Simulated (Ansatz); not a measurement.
# Trial inputs on Al

The reference input for Ansatz (plane-wave DFT with PAW):

```yaml
crystal:
  lattice:
    - [0.0, 2.0194648466, 2.0194648466]
    - [2.0194648466, 0.0, 2.0194648466]
    - [2.0194648466, 2.0194648466, 0.0]
  atoms:
    - { symbol: Al, position: [0.0, 0.0, 0.0] }
basis:
  ecutwfc: 420
kpoints:
  mp_grid: { grid: [10, 10, 10] }
hamiltonian:
  xc: pbe
scf:
  occupations: { method: gaussian, width: 0.1 }
output:
  forces: true
  stress: true
  eigenvalues: true
```

Command:

```bash
ansatz run input.yaml --threads 1 --pin off --max-ram 1331MiB --backend cpu --events-out ev --progress --plain --runs-dir out
```

The run converges in 6 SCF iterations on 47 irreducible k-points: pressure -0.02 GPa, no gap.

Settings here are deliberately varied, not converged. Each trial's input is given as a difference from the reference's; energies are extrapolated to zero smearing where there is one, and pressure is positive in compression. Charged cells sit in a uniform background, and their pressures hang on that convention.

Trial 1:

```diff
 crystal:
   atoms:
-    - { symbol: Al, position: [0.0, 0.0, 0.0] }
+    - { symbol: Al, position: [-0.1413740125, 0.1002160736, 0.104991148] }
 basis:
-  ecutwfc: 420
+  ecutwfc: 0
 scf:
+  n_extra_bands: 8
+  max_iter: 82
 output:
+  populations: true
```

How does this run end?

The program refuses the input:

```text
Error: invalid value for `basis.ecutwfc`: must be finite and > 0; got 0 eV
```

Next try, with these keys changed back:

```diff
 basis:
-  ecutwfc: 0
+  ecutwfc: 420
```

The run converges in 6 SCF iterations on 47 irreducible k-points: the reference's energy to 0.01 meV per atom, pressure -0.02 GPa, no gap.

Trial 2:

```diff
+total_charge: 0.5
 basis:
-  ecutwfc: 420
+  ecutwfc: 490
```

How does this run end?

The run converges in 6 SCF iterations on 47 irreducible k-points: pressure 25.08 GPa (with the neutralising background of the charged cell), no gap.

Trial 3:

```diff
+total_charge: 1
 basis:
-  ecutwfc: 420
+  ecutwfc: 500
 hamiltonian:
-  xc: pbe
+  xc: r2scan
 scf:
+  self_checks: high
```

How does this run end?

The run converges in 6 SCF iterations on 47 irreducible k-points: pressure 51.24 GPa (with the neutralising background of the charged cell), no gap.

Trial 4 (the one atom moved, which only shifts the crystal as a whole):

```diff
 crystal:
   atoms:
-    - { symbol: Al, position: [0.0, 0.0, 0.0] }
+    - { symbol: Al, position: [-0.0162186723, -0.0200558392, 0.0772028511] }
 basis:
-  ecutwfc: 420
+  ecutwfc: 290
+  ecutrho_ratio: 4
 scf:
+  mixing: { beta: 0.037, ndim: 6, preconditioner: local_kerker }
+  initial_density: { chi_scale: 0, normalization: atom }
+  convergence: { dr2_threshold: "1e-3 eV" }
+  max_iter: 97
```

What does the program give?

The run converges in 5 SCF iterations on 47 irreducible k-points: energy 35.7 meV per atom above the reference, pressure 0.59 GPa, no gap. It warns that the cutoff lies under the recommended one, 420 eV for these potentials; that the SCF threshold is loose for the forces; that the SCF threshold is loose for the stress.

Trial 5:

```diff
 basis:
-  ecutwfc: 420
+  ecutwfc: "41 Ry"
 scf:
-  occupations: { method: gaussian, width: 0.1 }
+  occupations: { method: tetrahedron_uncorrected }
+  mixing: { ndim: 4, preconditioner: kerker }
+  max_iter: 58
```

What does the program give?

The run converges in 6 SCF iterations on 47 irreducible k-points: energy 127 meV per atom above the reference, pressure -0.02 GPa, no gap. It warns that the printed bands weren't solved further after the SCF.

Trial 6:

```diff
-basis:
-  ecutwfc: 420
+basis: {}
 kpoints:
-  mp_grid: { grid: [10, 10, 10] }
+  mp_grid: { grid: [5, 11, 5], shift: [0.5, 0.5, 0] }
 hamiltonian:
+  pseudopotentials: { kind: nc }
 scf:
-  occupations: { method: gaussian, width: 0.1 }
+  occupations: { method: fermi_dirac, width: "300 K" }
```

What does the program give?

The run converges in 5 SCF iterations on 138 irreducible k-points: at 544 eV, the cutoff that these potentials take when none is typed, pressure 0.02 GPa, no gap. It warns that the mesh lowers the symmetry.